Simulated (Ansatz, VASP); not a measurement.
# Two plane-wave programs on Au

The input POSCAR:

```
Au
1.0
    0.0000000000      2.0824307831      2.0824307831
    2.0824307831      0.0000000000      2.0824307831
    2.0824307831      2.0824307831      0.0000000000
Au
1
Direct
    0.0000000000      0.0000000000      0.0000000000
```

The input INCAR.step1:

```
SYSTEM = Au
PREC     = Accurate       ! precision mode
ENCUT    = 520            ! plane-wave cutoff, eV
ISMEAR   = 0              ! smearing method
SIGMA    = 0.1            ! smearing width, eV
LREAL    = .False.        ! projectors in reciprocal space
LASPH    = .True.         ! aspherical terms in the spheres
NELM     = 80             ! most SCF steps
NBANDS   = 12             ! bands
GGA      = PE             ! functional
ALGO     = Normal         ! electronic algorithm
EDIFF    = 1E-4           ! SCF threshold, eV
LWAVE    = .True.         ! write WAVECAR
LCHARG   = .False.        ! write CHGCAR
```

INCAR.step2

```
SYSTEM = Au
PREC     = Accurate       ! precision mode
ENCUT    = 520            ! plane-wave cutoff, eV
EDIFF    = 1E-7           ! SCF threshold, eV
ISMEAR   = 0              ! smearing method
SIGMA    = 0.1            ! smearing width, eV
LREAL    = .False.        ! projectors in reciprocal space
LASPH    = .True.         ! aspherical terms in the spheres
NELM     = 80             ! most SCF steps
ALGO     = Normal         ! electronic algorithm
ISIF     = 2              ! what is computed and relaxed
LWAVE    = .False.        ! write WAVECAR
LCHARG   = .False.        ! write CHGCAR
METAGGA  = R2SCAN         ! meta-GGA
LMIXTAU  = .True.       
NBANDS   = 12             ! bands
ISTART   = 1
```

File KPOINTS:

```
Automatic mesh
0
Gamma
  18 18 18
  0 0 0
```

Input for Ansatz:

```yaml
crystal:
  lattice:
    - [0.0, 2.0824307831, 2.0824307831]
    - [2.0824307831, 0.0, 2.0824307831]
    - [2.0824307831, 2.0824307831, 0.0]
  atoms:
    - { symbol: Au, position: [0.0, 0.0, 0.0] }
basis:
  ecutwfc: 500
kpoints:
  mp_grid: { grid: [18, 18, 18] }
hamiltonian:
  xc: r2scan
scf:
  occupations: { method: gaussian, width: 0.1 }
output:
  forces: true
  stress: true
  eigenvalues: true
```

Alike in both runs: task single point; functional r2SCAN; k mesh 18 × 18 × 18; occupations gaussian, width 0.1 eV; no spin polarisation.

|  | VASP | Ansatz |
| --- | --- | --- |
| version | VASP 6.6.1 | Ansatz 0.2.0 |
| potentials or method | VASP PAW PBE potentials, release 64 (Au) | scalar-relativistic, plane waves, PAW |
| plane-wave cutoff (eV) | 520 | 500 |
| valence electrons in the cell | 11 | 19 |

```csv
,VASP,Ansatz,Ansatz less VASP
gap on the k mesh at the Fermi level (eV),none,none,-
pressure (GPa),-4.0,-4.2,-0.20
```

A gap of «none» marks a metal or a gap that the smearing closes. The functional is the same, so the differences come from potentials, cutoffs and numerics. The two sets of potentials don't hold the same shells in valence.

Caveats: the PAW data sets were made with another functional, which shifts forces and pressure a little (VASP). The runs have no spin-orbit coupling, so splittings on Au are missing.
